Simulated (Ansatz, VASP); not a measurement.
**Y in VASP and in Ansatz**

INCAR

```
SYSTEM = Y
  PREC = Accurate
  ENCUT = 520
  EDIFF = 1E-7
  ISMEAR = 0
  SIGMA = 0.15
  LREAL = .FALSE.
  LASPH = .TRUE.
  NELM = 80
  ALGO = Normal
  ISIF = 2
  LWAVE = .FALSE.
  LCHARG = .FALSE.
  GGA = PS
  NBANDS = 12
```

The input KPOINTS:

```
regular mesh
0
G
  18 18 18
  0 0 0
```

POSCAR

```
Y
1.0
    0.0000000000      2.4850000000      2.4850000000
    2.4850000000      0.0000000000      2.4850000000
    2.4850000000      2.4850000000      0.0000000000
Y
1
Direct
    0.0000000000      0.0000000000      0.0000000000
```

Input for Ansatz:

```yaml
crystal:
  lattice:
    - [0.0, 2.485, 2.485]
    - [2.485, 0.0, 2.485]
    - [2.485, 2.485, 0.0]
  atoms:
    - { symbol: "Y", position: [0.0, 0.0, 0.0] }
basis:
  ecutwfc: 420
kpoints:
  mp_grid: { grid: [18, 18, 18] }
hamiltonian:
  xc: pbesol
scf:
  occupations: { method: gaussian, width: 0.15 }
output:
  forces: true
  stress: true
  eigenvalues: true
```

This isn't the form of Y at room conditions, which is hcp.

Alike in both runs: task single point; functional PBEsol; k mesh 18 × 18 × 18; occupations gaussian, width 0.15 eV; no spin polarisation.

|  | VASP | Ansatz |
| --- | --- | --- |
| version | VASP 6.6.1 | Ansatz 0.2.0 |
| potentials or method | VASP PAW PBE potentials, release 64 (Y_sv) | scalar-relativistic, plane waves, PAW |
| plane-wave cutoff (eV) | 520 | 420 |
| valence electrons in the cell | 11 | 11 |

Ansatz gave:

| Quantity | Value |
| --- | --- |
| gap on the k mesh at the Fermi level (eV) | none |
| pressure (GPa) | 0.2 |

Task: Estimate VASP's values.

Result: gap on the k mesh at the Fermi level (eV): none; pressure (GPa): 0.1.

A gap of «none» marks a metal or a gap that the smearing closes.

Caveats: the PAW data sets were made with another functional, which shifts forces and pressure a little (VASP).
